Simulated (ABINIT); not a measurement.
Crystal: Os.

```
Os
1.0
     2.73410    0.00000    0.00000
    -1.36705    2.36780    0.00000
     0.00000    0.00000    4.31970
Os
2
Direct
  0.66667 0.33333 0.75000
  0.33333 0.66667 0.25000
```

Base run:

```yaml
Program: ABINIT 10.8.3 (patched build)
Functional: AM05
Potentials_or_basis: PseudoDojo NC SR PBEsol v0.4.1 standard
Cutoff: 1007 eV
k_mesh: 11 × 11 × 6
Occupations: fermi-dirac, width 0.05 eV
Spin: no spin polarisation
```

Its results: band gap on the k mesh none (metal or under the smearing width); pressure -5.9 GPa.

Question: The run is repeated on the same cell with these changes: functional from AM05 to LDA-VWN; potentials or basis from PseudoDojo NC SR PBEsol v0.4.1 standard to PseudoDojo NC SR LDA v0.4.1 standard. What comes out?

Answer: Band gap on the k mesh none (metal or under the smearing width); pressure -9.8 GPa.

Caveats: spin-orbit coupling is left out, which moves the levels of the heavy elements; the potentials were made for another functional, which shifts forces and pressure (some runs).
